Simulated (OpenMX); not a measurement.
# PbO (Litharge) under changes of volume

One of the cells (20.339 Å³/atom); the others are scaled copies at fixed shape and fractional positions:

```xyz
4
Lattice="4.0164 0.0000 0.0000 0.0000 4.0164 0.0000 0.0000 0.0000 5.0432" Properties=species:S:1:pos:R:3 pbc="T T T"
Pb    2.0082    0.0000    3.8328
Pb    0.0000    2.0082    1.2104
O     2.0082    2.0082    0.0000
O     0.0000    0.0000    0.0000
```

- Program: OpenMX 3.8.5
- Functional: PBE
- Potentials or basis: OpenMX 2013 PBE set, Pb8.0-s3p2d2f1, O6.0-s2p2d1, fixed grid of 54 × 54 × 70 points
- k mesh: 7 × 7 × 7
- Occupations: fermi-dirac, width 0.05 eV
- Spin: no spin polarisation

```csv
volume (Å³/atom),energy over the lowest point (meV/atom),gap on the mesh (eV),largest force (eV/Å)
18.744,67.35,1.19,1.265
19.142,?,?,?
19.541,26.16,1.27,0.635
20.339,5.01,1.34,0.095
20.738,0.69,1.37,0.140
21.136,0.00,1.39,0.370
```

Q: What does the run at 19.142 Å³/atom give?

A: Energy over the lowest point 43.97 meV/atom; gap on the mesh 1.23 eV; largest force 0.946 eV/Å.

Worked out: A Birch-Murnaghan fit of order 3 (a polynomial in V^(-2/3)) to the other rows has its minimum at 21.02 Å³/atom with B0 = V·E''(V) = 71 GPa and B' = 4.7 at fixed shape and positions, which overstates the stiffness. It gives 43.99 meV/atom at 19.142 Å³/atom, against the run's 43.97. A parabola through the other rows of the gap, of slope 1.99 eV per unit of ln V there, gives 1.23 eV, against the run's 1.23.

Energies are extrapolated to zero smearing.

Caveats: the basis has few d functions beyond the semicore shells, which can make volumes several per cent too large; spin-orbit coupling is left out, which as a rule narrows the gap of such compounds by several tenths of an eV; an odd mesh through Γ misses points on the zone boundary, where band edges often lie; the basis of atomic orbitals isn't converged, which shifts pressures, moduli and gaps; forces of over 1 eV/Å show positions far from the minimum, so gaps and moduli don't describe the material at rest (some runs).
